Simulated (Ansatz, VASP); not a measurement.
GaP in VASP and in Ansatz

```
Ga P
1.0
     3.52445    0.00000    0.00000
     0.00000    3.52445    0.00000
     0.00000    0.00000    2.85753
Ga P
1 1
Cartesian
  0.0000 0.0000 0.0000
  1.7622 1.7622 1.4288
```

The cell was built by a generator and needn't be a form met in nature.

Alike in both runs: task single point; functional PBE; k mesh 8 × 8 × 9; occupations fermi-dirac, width 0.05 eV; no spin polarisation.

|  | VASP | Ansatz |
| --- | --- | --- |
| version | VASP 6.6.1 | Ansatz 0.2.0 |
| potentials or method | VASP PAW PBE potentials, release 64 (Ga_d, P) | Ansatz PAW |
| plane-wave cutoff (eV) | 520 | 420 |
| valence electrons in the cell | 18 | 18 |

|  | VASP | Ansatz | Ansatz less VASP |
| --- | --- | --- | --- |
| gap on the k mesh at the Fermi level (eV) | none | none | - |
| pressure (GPa) | -3.9 | -3.9 | -0.01 |
| largest component of the traceless stress (GPa) | 0.13 | 0.13 | -0.002 |

A gap of «none» marks a metal or a gap that the smearing closes.
